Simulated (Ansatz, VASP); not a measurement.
## Ga (ladder Ga chain): VASP beside Ansatz

Aim: how closely do two programs agree when they are given the same cell, functional and k mesh? The structure shown is the start of the Ansatz relaxation below; VASP solves that cell, so the two are compared at the walk's first step. Other levels of theory on this material are compared in a session of their own.

Program: Ansatz 0.2.0. Level of theory: plane waves, with VASP 6.6.1 beside it; single point at PBEsol and single point at r2SCAN. Results are calculated unless marked as measured.

### 1. The structure

The cell holds 2 atoms: 2 Ga. Its edges and angles: a = 9.000 Å, b = 7.500 Å, c = 2.388 Å, α = 90.0°, β = 90.0°, γ = 90.0°. Vacuum lies along a and b. The structure's axis is c.

### 2. Ansatz: relaxation, PBEsol

Ansatz runs on its default PAW (the set named soft_2) files.

The two programs are compared at the cell with which this relaxation starts, whose forces are those of its first step.

Input file input.yaml:

```yaml
crystal:
  lattice:
    - [9.0, 0.0, 0.0]
    - [0.0, 7.5, 0.0]
    - [0.0, 0.0, 2.38754]
  atoms:
    - { symbol: Ga, position: [0.386675556, 0.5, 0.0], spin: 0.5 }
    - { symbol: Ga, position: [0.613324444, 0.5, 0.5], spin: 0.5 }
magnetization:
  spin_polarized: true
kpoints:
  mp_grid: { grid: [1, 1, 34] }
scf:
  occupations: { method: fermi_dirac, width: 0.05 }
hamiltonian:
  xc: pbesol
relax:
  cell: { fix: [a, b, alpha, beta, gamma] }
  max_steps: 60
```

On the command line:

```
$ ansatz run input.yaml --threads 4 --pin off --max-ram 8192MiB --backend cpu --events-out ev --progress --plain --runs-dir out
```

Numbers of over 12 decimals in the logs are rounded to 6 here.

Log:

```text
Engine: ansatz 0.2.0, x86_64-unknown-linux-gnu
Pseudopotentials: kind: paw
Pseudopotential: Ga, paw, valence charge 13, recommended cutoff 420 eV (normal), Ga.paw.azcp
Functional definition: PBEsol
  exchange = pbesol_x
  correlation = pbesol_c
Crystal: 2 atoms, lattice volume = 161.159 Å³
Basis set: ecut = 420 eV, 3097 PW (Γ), exchange–correlation on 128×108×32 points (8 copies of the dense FFT grid, shifted against one another)
Bands: 18, of which v1, the nominal top of the filled ones, is band 13 counted from 1 (12 counted from 0)
Symmetry: 8 space group operations
Space group: Pmma (ITA 51), of the structure as read, at distance tolerance 5.4e-5 Å
Magnetic group: BNS 51.289 (UNI 387), of the structure as read, at distance tolerance 5.4e-5 Å
k-points: 18 of 34
Non-local potential: Ga, projectors of the file, l = 0: 2, l = 1: 2, l = 2: 3, l = 3: 1
PAW form: soft (Blöchl's): semilocal exchange-correlation on the pseudo side does not see the compensation charge
PAW frozen core: Ga, regenerated for the run's functional, and the local potential with it (the file was generated under x = pbe(κ = 0.804, μ = 0.219515), c = pbe(β = 0.066725))
PAW one-centre angular grid: Ga, 590 points (default); XC on 64 Gauss nodes
Initial density: superposition of atomic densities (neutral atoms: chi_scale 0, normalization atom)
Starting moments: Σ|m| = 1 μB on 2 of 2 sites
Initial wavefunctions: pseudopotential atomic-orbital guess
Functional: x = pbesol(κ = 0.804, μ = 0.123457), c = pbesol(β = 0.046)
SCF iter   1: F=—  HF=-7484.598576 eV  |F-HF|=—  |Δ(HF+E_count)|=         —  Δρ=2.94e-2 (↑2.94e-2 ↓2.57e-2)  dr2=1.01e0  dr2_m=1.00e0  M=0.077 μB ∫|m|=0.077 μB  β_m=0.30  ethr=3.10e-3  ⟨swp⟩=6.5  Hψ=3339  notcnv=0
preconditioner: auto → LDOS  [metal: Δε(μ)=0.012 eV  Ē_g=16.655 eV  σ=0.050 eV  W_gap=0.06  n_scr=20 (ndim 8)  ℏωp=14.9 eV  f_vac=0.604  D(μ)=1.08/eV (n_scr^D=8)]
spin=Collinear: LDOS preconditioning applied to the charge; magnetization (m = ρ↑ − ρ↓) channel mixes plain (no charge-response kernel on spin).
SCF iter   2: F=—  HF=-7484.425031 eV  |F-HF|=—  |Δ(HF+E_count)|=   1.74e-1  Δρ=1.94e-2 (↑1.94e-2 ↓1.92e-2)  dr2=4.02e-1  dr2_m=5.01e-1  M=0.026 μB ∫|m|=0.027 μB  β_m=0.30  ethr=3.10e-3  ⟨swp⟩=2.0  Hψ=1094  notcnv=0  defer=14
preconditioner: auto → Resta (q_TF=auto, 2.013 Å⁻¹)  ε∞=1.8  [insulator: Δε(μ)=0.196 eV  Ē_g=16.745 eV  σ=0.050 eV  W_gap=0.75  n_scr=20 (ndim 8)  ℏωp=14.9 eV  f_vac=0.613  D(μ)=0.56/eV (n_scr^D=2)  ε∞_Penn≈1.8  vacuum switching on, ρ_ref=2.0e-2 e/Å³]
spin=Collinear: Resta preconditioning applied to the charge; magnetization (m = ρ↑ − ρ↓) channel mixes plain (no charge-response kernel on spin).
SCF iter   3: F=—  HF=-7484.318075 eV  |F-HF|=—  |Δ(HF+E_count)|=   1.07e-1  Δρ=1.39e-2 (↑1.24e-2 ↓1.39e-2)  dr2=3.02e-2  dr2_m=2.49e-1  M=0.018 μB ∫|m|=0.019 μB  β_m=0.30  ethr=1.55e-3  ⟨swp⟩=3.6  Hψ=1199  notcnv=0  defer=14
SCF iter   4: F=—  HF=-7484.329996 eV  |F-HF|=—  |Δ(HF+E_count)|=   1.19e-2  Δρ=9.28e-3 (↑9.28e-3 ↓9.11e-3)  dr2=2.71e-3  dr2_m=1.24e-1  M=0.017 μB ∫|m|=0.018 μB  β_m=0.30  ethr=1.16e-4  ⟨swp⟩=2.9  Hψ=1345  notcnv=0  defer=14
SCF iter   5: F=—  HF=-7484.337633 eV  |F-HF|=—  |Δ(HF+E_count)|=   7.64e-3  Δρ=6.50e-3 (↑6.44e-3 ↓6.50e-3)  dr2=3.66e-4  dr2_m=6.17e-2  M=0.013 μB ∫|m|=0.014 μB  β_m=0.30  ethr=1.04e-5  ⟨swp⟩=2.2  Hψ=1268  notcnv=0  defer=14
SCF iter   6: F=—  HF=-7484.340861 eV  |F-HF|=—  |Δ(HF+E_count)|=   3.23e-3  Δρ=4.61e-3 (↑4.52e-3 ↓4.61e-3)  dr2=1.24e-4  dr2_m=3.07e-2  M=0.010 μB ∫|m|=0.010 μB  β_m=0.30  ethr=1.41e-6  ⟨swp⟩=1.9  Hψ=980  notcnv=0  defer=14
Mixer restart at iter 6: flushing history
spin-set hold released at iteration 6 (site moments contracting): the magnetisation degrees of freedom join the quasi-Newton model from the next iteration; the mixer history was flushed
SCF iter   7: F=—  HF=-7484.342415 eV  |F-HF|=—  |Δ(HF+E_count)|=   1.55e-3  Δρ=3.24e-3 (↑3.20e-3 ↓3.24e-3)  dr2=5.70e-5  dr2_m=1.53e-2  M=0.007 μB ∫|m|=0.007 μB  β_m=0.65  ethr=4.79e-7  ⟨swp⟩=2.1  Hψ=878  notcnv=0  defer=14
SCF iter   8: F=—  HF=-7484.344056 eV  |F-HF|=—  |Δ(HF+E_count)|=   1.64e-3  Δρ=3.12e-5 (↑3.12e-5 ↓2.25e-5)  dr2=1.92e-6  dr2_m=7.99e-7  M=0.000 μB ∫|m|=0.001 μB  β_m=0.74  ethr=2.19e-7  ⟨swp⟩=2.0  Hψ=1218  notcnv=0  defer=14
SCF iter   9: F=—  HF=-7484.344058 eV  |F-HF|=—  |Δ(HF+E_count)|=   2.48e-6  Δρ=2.25e-5 (↑1.21e-5 ↓2.25e-5)  dr2=1.07e-6  dr2_m=1.10e-7  M=0.000 μB ∫|m|=0.000 μB  β_m=0.72  ethr=7.37e-9  ⟨swp⟩=2.0  Hψ=1111  notcnv=0  defer=14
[...]
Crystal: 2 atoms, lattice volume = 162.190 Å³
[...]
preconditioner: auto → Resta (q_TF=auto, 2.011 Å⁻¹)  ε∞=1.9  [insulator: Δε(μ)=0.321 eV  Ē_g=16.072 eV  σ=0.050 eV  W_gap=0.92  n_scr=20 (ndim 8)  ℏωp=14.9 eV  f_vac=0.613  D(μ)=0.29/eV (n_scr^D=0)  ε∞_Penn≈1.9  vacuum switching on, ρ_ref=1.9e-2 e/Å³]
spin=Collinear: Resta preconditioning applied to the charge; magnetization (m = ρ↑ − ρ↓) channel mixes plain (no charge-response kernel on spin).
[...]
preconditioner: auto → Resta (q_TF=auto, 2.011 Å⁻¹)  ε∞=1.9  [insulator: Δε(μ)=0.321 eV  Ē_g=16.060 eV  σ=0.050 eV  W_gap=0.92  n_scr=20 (ndim 8)  ℏωp=14.9 eV  f_vac=0.612  D(μ)=0.29/eV (n_scr^D=0)  ε∞_Penn≈1.9  vacuum switching on, ρ_ref=1.9e-2 e/Å³]
spin=Collinear: Resta preconditioning applied to the charge; magnetization (m = ρ↑ − ρ↓) channel mixes plain (no charge-response kernel on spin).
[...]
SCF iter   4: F=—  HF=-7484.728047 eV  |F-HF|=—  |Δ(HF+E_count)|=   2.43e-4  Δρ=6.00e-6 (↑6.00e-6 ↓6.00e-6)  dr2=1.60e-7  dr2_m=1.13e-14  M=-0.000 μB ∫|m|=0.000 μB  β_m=0.84  ethr=5.68e-10  ⟨swp⟩=4.2  Hψ=1306  notcnv=0
SCF iter   5: F=—  HF=-7484.728098 eV  |F-HF|=—  |Δ(HF+E_count)|=   5.16e-5  Δρ=1.53e-6 (↑1.53e-6 ↓1.53e-6)  dr2=1.42e-8  dr2_m=8.97e-15  M=0.000 μB ∫|m|=0.000 μB  β_m=0.70  ethr=5.68e-10  ⟨swp⟩=3.3  Hψ=1302  notcnv=0
SCF iter   6: F=—  HF=-7484.728104 eV  |F-HF|=—  |Δ(HF+E_count)|=   5.80e-6  Δρ=5.20e-7 (↑5.20e-7 ↓5.19e-7)  dr2=5.03e-9  dr2_m=1.89e-15  M=0.000 μB ∫|m|=0.000 μB  β_m=0.66  ethr=5.46e-11  ⟨swp⟩=2.8  Hψ=1156  notcnv=0
SCF iter   7: F=—  HF=-7484.728104 eV  |F-HF|=—  |Δ(HF+E_count)|=   1.59e-7  Δρ=2.63e-7 (↑2.63e-7 ↓2.63e-7)  dr2=1.09e-9  dr2_m=4.31e-16  M=0.000 μB ∫|m|=0.000 μB  β_m=0.83  ethr=1.94e-11  ⟨swp⟩=2.0  Hψ=762  notcnv=0
SCF iter   8: F=—  HF=-7484.728263 eV  |F-HF|=—  |Δ(HF+E_count)|=   1.59e-4  Δρ=5.53e-7 (↑5.53e-7 ↓5.53e-7)  dr2=1.59e-8  dr2_m=4.50e-17  M=-0.000 μB ∫|m|=0.000 μB  β_m=0.83  ethr=4.19e-12  ⟨swp⟩=3.4  Hψ=1268  notcnv=0
SCF iter   9: F=—  HF=-7484.728263 eV  |F-HF|=—  |Δ(HF+E_count)|=  5.20e-10  Δρ=5.37e-7 (↑5.37e-7 ↓5.37e-7)  dr2=1.49e-8  dr2_m=5.56e-17  M=-0.000 μB ∫|m|=0.000 μB  β_m=0.76  ethr=4.19e-12  ⟨swp⟩=1.4  Hψ=664  notcnv=0
SCF iter  10: F=—  HF=-7484.728263 eV  |F-HF|=—  |Δ(HF+E_count)|=   1.71e-8  Δρ=3.09e-7 (↑3.09e-7 ↓3.09e-7)  dr2=5.12e-9  dr2_m=2.83e-18  M=0.000 μB ∫|m|=0.000 μB  β_m=0.88  ethr=4.19e-12  ⟨swp⟩=2.4  Hψ=780  notcnv=0
SCF iter  11: F=—  HF=-7484.728263 eV  |F-HF|=—  |Δ(HF+E_count)|=   4.67e-9  Δρ=7.75e-8 (↑7.75e-8 ↓7.75e-8)  dr2=3.33e-10  dr2_m=2.78e-18  M=0.000 μB ∫|m|=0.000 μB  β_m=0.87  ethr=4.19e-12  ⟨swp⟩=2.4  Hψ=780  notcnv=0
SCF iter  12: F=—  HF=-7484.728263 eV  |F-HF|=—  |Δ(HF+E_count)|=  4.47e-10  Δρ=4.82e-8 (↑4.82e-8 ↓4.82e-8)  dr2=1.22e-10  dr2_m=4.77e-19  M=0.000 μB ∫|m|=0.000 μB  β_m=0.93  ethr=1.28e-12  ⟨swp⟩=1.8  Hψ=692  notcnv=0
SCF iter  13: F=-7484.728263 eV  HF=-7484.728263 eV  |F-HF|=0.00e0  |Δ(HF+E_count)|=  2.17e-10  Δρ=4.95e-9 (↑4.95e-9 ↓4.95e-9)  dr2=1.30e-12  dr2_m=3.56e-20  M=0.000 μB ∫|m|=0.000 μB  ethr=1.00e-12  ⟨swp⟩=4.8  Hψ=2908  notcnv=0
the starting moments were not kept: the SCF closed with an absolute magnetisation of 1.6e-10 μB, where they sum to 1 μB in size (2 sites). That is at most 0.1 of that sum. Measured as dr2_m measures the in/out step, that magnetisation stands 0 eV from none, at or under the dr2_threshold of 2.0e-11 eV: it is no larger than a step whose dr2_m would equal this threshold.
SCF 7 converged in 13 iterations: F = -7484.728263 eV  dr2 = 1.30e-12
relax step   7: F+E_penalty+E_count = -7484.72826316 eV  Δ(F+E_penalty+E_count) = -4.139e-5 eV  max|allowed force component| = 7.860e-5 eV/Å  Δτ_max = 0.0000 Å  P = -0.063 GPa  Ω = 162.190 Å³  fix = [a, b, alpha, beta, gamma]  reactions: a -0.430, b +0.228 GPa  stress off target by 1.31e-2 GPa on what of the cell is left free  SCF on the basis re-selected at this cell (its energy is not comparable with the rows above)  (13 SCF iters)
basis re-selected at this cell: Δ(F+E_penalty+E_count) = -4.139e-5 eV, ΔP = -0.002 GPa vs the last step (what re-selecting the basis moved, of the pressure what is left beyond the Pulay correction that the steps carried, after the strain that the cell walked since its last selection, with what the two solves' SCF thresholds leave and, on support functions, any second-order correction that the steps lacked; it is no measure of the basis error at this ecutwfc). The dense FFT grid was sized anew with the basis: this SCF ran on 64×54×18 points, the steps before it on 64×54×16, so part of this shift can come from that change (see relax.cell in the input reference). [rest of the remark cut]
SCF converged after 13 iterations
Magnetization: 0.0000 μB (13.0000 up, 13.0000 down)
Absolute magnetization: 0.0000 μB (∫|ρ↑−ρ↓|, with the PAW one-centre terms)
Spin contamination: 0.0000 ħ² per cell (⟨S²⟩ above its minimum at these occupations)
Per-site moments (μB) at R_I (Å): [(4.0415677836202307e-13, 0.991162), (4.041582513425509e-13, 0.991162)]
Free energy (F): -7484.728263 eV
Harris-Foulkes:  -7484.728263 eV  (|F-HF|=0.00e0)
Internal energy: -7484.724823 eV  (E = F + TS)
E sigma→0 (E₀):  -7484.726543 eV
Entropy (-TS):   -0.003440 eV (-1.720 meV/atom)
Fermi energy:    -1.046164 eV
--- Per-component energies (eV) ---
  E_band       = -350.823261
  E_kinetic    = 228.932881
  E_local      = -7899.414979  (includes V_loc(G=0)·N_el)
  E_nonlocal   = 845.582067
  E_hartree    = 3698.643282
  E_xc         = -136.052354
  E_vxc        = -114.355636  (∫ρ·V_xc dr)
  E_paw        = -3890.973019  (= ΣΔE_a)
  E_vpaw       = -808.853845  (= ΣTr[D̂ρ^β])
  E_aug_tail   = -0.000221  (compensation charges beyond the density's cutoff)
  E_ewald      = -333.168435
  E_core_change = 1.725956  (= ΣΔE_core)
  E_smearing   = -0.003440  (= −TS)
  E_closure    = -0.000000  (closes the sum)
  Σ components = -7484.728263   (vs F -7484.728263, Δ=0.00e0)
--- Forces (eV/Å), atoms counted from 1 ---
  atom   1  Ga     0.00007860     0.00000000     0.00000000
  atom   2  Ga    -0.00007860     0.00000000     0.00000000
  max |Σ_I F_I| component: 1.36e-20 eV/Å
--- Stress (GPa, compression-positive) ---
       -0.430209       0.000000       0.000000
        0.000000       0.228084       0.000000
        0.000000       0.000000       0.013090
  P = ⅓ Tr σ = -0.0630 GPa (-0.630 kbar)
--- Relaxed structure (6 steps of the walk, 6 accepted, 1 SCFs on fresh bases) ---
  F+E_penalty+E_count = -7484.72826316 eV   max|allowed force component| = 7.860e-5 eV/Å   (the final SCF, on the basis selected at the relaxed cell)
  cell:  # Å, volume = 162.1901 Å³
    - [9.0, 0.0, 0.0]
    - [0.0, 7.5, 0.0]
    - [0.0, 0.0, 2.402817]
  atoms:
    - { symbol: Ga, position: [0.363924, 0.5, 0.0] }
    - { symbol: Ga, position: [0.636076, 0.5, 0.5] }
```

Reading the cycles: dr2 is the Hartree energy of the density residual (eV), the measure of convergence; HF is the Harris–Foulkes estimate of the energy, which meets the free energy F at convergence.

[end of part 1 of 2]

[Lines on the potential files, build, host, timing and source positions are cut from VASP's logs without a mark.]

[Logs are printed without paths, hosts, clocks, repeated set-up lines and the standing remarks that a program may print on its own settings, such as how far it seeks lower states.]

[Hosts, paths, dates, database ids (printed as entryN), source tags and the programs' standing remarks are cut or masked in the printed files.]
